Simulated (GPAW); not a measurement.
Here is a GPAW 26.7.0 calculation.

Contents of run.py:

```python
import numpy as np
from ase.dft.bandgap import bandgap
from ase.io import write
from ase.spacegroup import crystal
from ase.units import GPa
from gpaw import GPAW, PW, setup_paths
from gpaw.spinorbit import soc_eigenstates

setup_paths.insert(0, '.')

# Ta 4b
# N 4a
atoms = crystal(['Ta', 'N'],
                basis=[[0.5, 0.0, 0.0],
                       [0.0, 0.0, 0.0]],
                spacegroup=225, setting=1,  # Fm-3m
                cellpar=[4.422646, 4.422646, 4.422646, 90.0, 90.0, 90.0],
                primitive_cell=True)

calc = GPAW(mode=PW(800),
            xc='GGA_X_PBEINT+GGA_C_PBEINT',
            kpts={'size': (8, 8, 8), 'gamma': True},
            occupations={'name': 'fermi-dirac', 'width': 0.05},
            nbands=19,
            convergence={'density': 1e-05, 'energy': 1e-05},
            maxiter=150,
            txt='gpaw.txt')
atoms.calc = calc
energy = atoms.get_potential_energy()
forces = atoms.get_forces()
stress = atoms.get_stress()
calc.write('gs.gpw')
write('result.traj', atoms)
print(f'Energy: {energy:.6f} eV')
print('Forces (eV/A):')
print(forces.round(4))
print('Stress (GPa):', (stress / GPa).round(3))
print('Fermi level:', round(calc.get_fermi_level(), 4), 'eV')
print(f'Gap: {bandgap(calc)[0]:.4f} eV, direct: {bandgap(calc, direct=True)[0]:.4f} eV')

path = atoms.cell.bandpath('GXWKGLUWLK,UX', npoints=60, eps=1e-4)
bs_calc = calc.fixed_density(kpts=path, symmetry='off', nbands=28,
                             convergence={'bands': 'CBM+6.0', 'eigenstates': 1e-6}, txt='bands.txt')
bs = bs_calc.band_structure()
bs.write('bs.json')
print(f'Gap on the path: {bandgap(bs_calc)[0]:.4f} eV')

soc = soc_eigenstates(bs_calc, theta=0, phi=0)
np.savetxt('soc_bands.dat', soc.eigenvalues(), fmt='%.4f')
mesh = soc_eigenstates('gs.gpw', theta=0, phi=0)
np.savetxt('soc_mesh.dat', mesh.eigenvalues(), fmt='%.4f')
print('Fermi level with spin-orbit coupling:', round(mesh.fermi_level, 4), 'eV')
```

Potentials or basis: PAW data sets generated in the run's folder for this functional, pw.

Launch:

```console
$ gpaw-setup -f GGA_X_PBEINT+GGA_C_PBEINT N Ta
$ OMP_NUM_THREADS=1 python run.py
```

Task: Predict the pressure.

Result: -8.1 GPa.

Task: Estimate the band gap along the path.

Result: None (metal or under the smearing width).

Levels at the corners of the path, in eV from the Fermi level:
| point | band 14 | band 15 | band 16 | band 17 | band 18 | band 19 | band 20 | band 21 | band 22 | band 23 |
| --- | --- | --- | --- | --- | --- | --- | --- | --- | --- | --- |
| Γ | -3.68 | -3.68 | -3.68 | -2.25 | -2.25 | -2.25 | -2.25 | -1.86 | -1.86 | 0.06 |
| X | -5.41 | -4.68 | -4.68 | -4.31 | -4.31 | 1.98 | 1.98 | 3.08 | 3.08 | 3.69 |
| W | -7.05 | -6.33 | -6.33 | -0.29 | -0.29 | -0.14 | -0.14 | 3.25 | 3.25 | 4.12 |
| K | -6.71 | -6.00 | -6.00 | -2.23 | -2.23 | 2.21 | 2.21 | 2.57 | 2.57 | 4.47 |
| Γ | -3.68 | -3.68 | -3.68 | -2.25 | -2.25 | -2.25 | -2.25 | -1.86 | -1.86 | 0.06 |
| L | -7.50 | -7.42 | -7.42 | 1.66 | 1.66 | 1.74 | 1.74 | 2.17 | 2.17 | 3.63 |
| U | -6.71 | -6.00 | -6.00 | -2.23 | -2.23 | 2.21 | 2.21 | 2.57 | 2.57 | 4.47 |
| W | -7.05 | -6.33 | -6.33 | -0.29 | -0.29 | -0.14 | -0.14 | 3.25 | 3.25 | 4.12 |
| L | -7.50 | -7.42 | -7.42 | 1.66 | 1.66 | 1.74 | 1.74 | 2.17 | 2.17 | 3.63 |
| K | -6.71 | -6.00 | -6.00 | -2.23 | -2.23 | 2.21 | 2.21 | 2.57 | 2.57 | 4.47 |
| U | -6.71 | -6.00 | -6.00 | -2.23 | -2.23 | 2.21 | 2.21 | 2.57 | 2.57 | 4.47 |
| X | -5.41 | -4.68 | -4.68 | -4.31 | -4.31 | 1.98 | 1.98 | 3.08 | 3.08 | 3.69 |

Caveat: spin-orbit coupling was added after a scalar SCF, so levels and gaps hold it while energy, forces, pressure and moments don't; this program's spin-orbit splittings come out too wide for heavy elements.
